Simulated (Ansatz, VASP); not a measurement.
Two plane-wave programs on Cd

```xyz
2
Lattice="1.7001 0.9816 4.6735 -1.7001 0.9816 4.6735 0.0000 -1.9631 4.6735" Properties=species:S:1:pos:R:3 pbc="T T T"
Cd    0.0000    0.0000    3.5052
Cd    0.0000    0.0000   10.5154
```

Alike in both runs: functional PBE; k mesh 6 × 6 × 6; occupations gaussian, width 0.1 eV; no spin polarisation.

Ansatz relaxed the structure, and its values are those at the end. VASP's run is a single point on that final structure, the one shown.

|  | VASP | Ansatz |
| --- | --- | --- |
| version | VASP 6.6.1 | Ansatz 0.2.0 |
| potentials or method | VASP PAW PBE potentials, release 64 (Cd) | scalar-relativistic, plane waves, PAW |
| plane-wave cutoff (eV) | 520 | 420 |
| valence electrons in the cell | 24 | 40 |

```csv
,VASP,Ansatz,Ansatz less VASP
gap on the k mesh at the Fermi level (eV),none,none,-
pressure (GPa),0.3,0.1,-0.24
```

A gap of «none» marks a metal or a gap that the smearing closes. The two sets of potentials don't hold the same shells in valence.

Caveats: the k mesh is coarse (spacing up to 0.36 Å⁻¹), so the values aren't converged.
